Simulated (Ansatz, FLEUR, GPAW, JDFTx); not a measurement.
TiO2: 5 runs at one level of theory

```
Ti O
1.0
     4.59984    0.00000    0.00000
     0.00000    4.59984    0.00000
     0.00000    0.00000    2.95921
Ti O
2 4
Direct
  0.99285 0.00757 0.49742
  0.49187 0.51062 0.99653
  0.30654 0.30354 0.49639
  0.18927 0.80785 0.00486
  0.79551 0.19416 0.00703
  0.69910 0.70567 0.50990
```

The cell is a database's computed one, not the measured one.

Atoms were shifted at random by some hundredths of an Å from the given cell, which wasn't relaxed again for these runs.

Alike in all runs: task single point; functional PBEsol; k mesh 6 × 6 × 9; occupations fermi-dirac, width 0.05 eV; no spin polarisation; no spin-orbit coupling. Pressure is positive in compression and, in plane waves, holds the error of the finite cutoff, which Ansatz's Pulay term estimates and takes out.

```tsv
program and potentials	plane-wave cutoff (eV)	notes	pressure (GPa)	largest force (eV/Å)	energy over the undisturbed cell (meV/atom)
Ansatz, Ansatz PAW	420	potentials made for PBE, which Ansatz adapts in part; Pulay term of +0.79 GPa included	-2.90	0.880	6.00
GPAW, PAW data sets generated for this functional	800	-	-1.54	0.869	-
FLEUR, all-electron, FLAPW	-	-	-	?	?
JDFTx, PseudoDojo-SR-PBEsol-0.4.1-standard with smoothed tails	1143	-	-3.45	0.895	6.11
Ansatz, all-electron LAPW, scalar-relativistic	-	-	-2.92	0.879	-
```

Estimate from the other rows what the run with FLEUR, all-electron, FLAPW gave.

Largest force 0.879 eV/Å; energy over the undisturbed cell 5.97 meV/atom. The other rows, which needn't bracket it: pressure -3.45 to -1.54; largest force 0.869 to 0.895; energy over the undisturbed cell 6.00 to 6.11.
